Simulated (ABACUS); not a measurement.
**NiO: equation of state with WC**

The system is NiO.

```
Ni O
1.0
     0.00000    2.08590    2.08590
     2.08590    0.00000    2.08590
     2.08590    2.08590    0.00000
Ni O
1 1
Cartesian
  0.0000 0.0000 0.0000
  2.0859 2.0859 2.0859
```

```json
{
  "Program": "ABACUS 3.10.1",
  "Task": "equation of state",
  "Functional": "WC",
  "Potentials or basis": "GBRV ultrasoft 1.5 PBEsol",
  "Cutoff": "544 eV",
  "Density cutoff": "4354 eV",
  "Basis": "plane waves",
  "k mesh": "9 × 9 × 9",
  "Occupations": "fermi-dirac, width 0.05 eV",
  "Spin": "collinear spin, ferromagnetic start",
  "Starting moments": "[1.0, 0.0] μB",
  "Radial cutoff of the potentials (pseudo_rcut)": "10 bohr",
  "SCF threshold on the density": "1e-08",
  "Max SCF steps": "100",
  "Eigensolver": "dav",
  "Mixing": "broyden",
  "Mixing share": "0.4",
  "Symmetry key": "1"
}
```

| Quantity | Value |
| --- | --- |
| Equilibrium volume | 7.81 Å³/atom (rough: see the caveat) |
| Bulk modulus | 340 GPa (rough) |

Energy against volume, from the lowest point:
| volume (Å³/atom) | energy (meV/atom) |
| --- | --- |
| 8.531 | 0.00 |
| 8.894 | 63.16 |
| 9.257 | 141.32 |
| 9.620 | 230.44 |

All runs of the series together: 37 s on 4 threads of Intel(R) Xeon(R) 6975P-C (Granite Rapids), on a shared host.

Caveat: the minimum lies outside the volumes run; the potentials were made for another functional, which shifts forces and pressure.
